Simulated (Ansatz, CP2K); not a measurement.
A CP2K input for a self-consistent single point of RuO₂ (P4_2/mnm, 6 atoms in the cell) (DFT LDA (Pade form), GPW, DZVP-MOLOPT-SR-GTH basis, GTH-PADE potentials (GTH_POTENTIALS)):

```
&GLOBAL
  PROJECT calc
  RUN_TYPE ENERGY_FORCE
  PRINT_LEVEL MEDIUM
&END GLOBAL
&FORCE_EVAL
  METHOD Quickstep
  STRESS_TENSOR ANALYTICAL
  &DFT
    BASIS_SET_FILE_NAME BASIS_MOLOPT
    POTENTIAL_FILE_NAME GTH_POTENTIALS
    &QS
      METHOD GPW
      EPS_DEFAULT 1E-10
    &END QS
    &MGRID
      CUTOFF 500
      REL_CUTOFF 50
      NGRIDS 5
    &END MGRID
    &SCF
      SCF_GUESS ATOMIC
      EPS_SCF 1E-6
      MAX_SCF 100
      ADDED_MOS 10
      &DIAGONALIZATION
        ALGORITHM STANDARD
      &END DIAGONALIZATION
      &MIXING
        METHOD BROYDEN_MIXING
        ALPHA 0.2
        NBUFFER 12
      &END MIXING
      &SMEAR ON
        METHOD GAUSSIAN
        SIGMA [eV] 0.1
      &END SMEAR
    &END SCF
    &KPOINTS
      SCHEME MONKHORST-PACK 6 6 9
      GAMMA_CENTERED T
    &END KPOINTS
    &XC
      &XC_FUNCTIONAL PADE
      &END XC_FUNCTIONAL
    &END XC
    &PRINT
      &MO
        EIGENVALUES T
        OCCUPATION_NUMBERS T
        NDIGITS 8
        FILENAME mo
        &EACH
          QS_SCF 0
        &END EACH
        ADD_LAST NUMERIC
      &END MO
      &MULLIKEN ON
      &END MULLIKEN
    &END PRINT
  &END DFT
  &SUBSYS
    &CELL
      A 4.43274400 0.00000000 0.00000000
      B 0.00000000 4.43274400 0.00000000
      C 0.00000000 0.00000000 3.07680400
      PERIODIC XYZ
    &END CELL
    &COORD
      SCALED
      Ru       0.50000000     0.50000000     0.50000000
      Ru       0.00000000     0.00000000     0.00000000
      O        0.80544000     0.19456000     0.50000000
      O        0.19456000     0.80544000     0.50000000
      O        0.30544000     0.30544000     0.00000000
      O        0.69456000     0.69456000     0.00000000
    &END COORD
    &KIND Ru
      BASIS_SET DZVP-MOLOPT-SR-GTH-q16
      POTENTIAL GTH-PADE-q16
    &END KIND
    &KIND O
      BASIS_SET DZVP-MOLOPT-SR-GTH-q6
      POTENTIAL GTH-PADE-q6
    &END KIND
  &END SUBSYS
  &PRINT
    &FORCES ON
    &END FORCES
    &STRESS_TENSOR ON
    &END STRESS_TENSOR
  &END PRINT
&END FORCE_EVAL
```

Problem. Write the same calculation as an input for Ansatz (a first-principles code).

Solution. This is the input that was run; spellings and numerical settings could be chosen otherwise.

Ansatz 0.2 input:
```yaml
# RuO2
crystal:
  lattice:
    - [4.432744, 0.000000, 0.000000]
    - [0.000000, 4.432744, 0.000000]
    - [0.000000, 0.000000, 3.076804]
  atoms:
    - { symbol: Ru, position: [0.500000, 0.500000, 0.500000] }
    - { symbol: Ru, position: [0.000000, 0.000000, 0.000000] }
    - { symbol: O, position: [0.805440, 0.194560, 0.500000] }
    - { symbol: O, position: [0.194560, 0.805440, 0.500000] }
    - { symbol: O, position: [0.305440, 0.305440, 0.000000] }
    - { symbol: O, position: [0.694560, 0.694560, 0.000000] }
basis:
  ecutwfc: 30.9 Ry
kpoints:
  mp_grid: { grid: [6, 6, 9] }
hamiltonian:
  xc: lda
  pseudopotentials: { kind: paw }
scf:
  occupations: { method: gaussian, width: 0.0073 Ry }
output:
  forces: true
  eigenvalues: true
  stress: true
```

Basis settings and potentials, where a program has them, do not carry over. This input uses DFT, LDA (PW92), plane waves, default PAW files made with PBE. LDA parametrisations can differ slightly between programs. The width in Ry is rounded to four decimals.

The starting cell comes from a database of computed structures (which also holds hypothetical and non-ambient phases and stackings), without a prior relaxation at this level. Its lattice was rescaled by a random factor within 2.5 % of one.
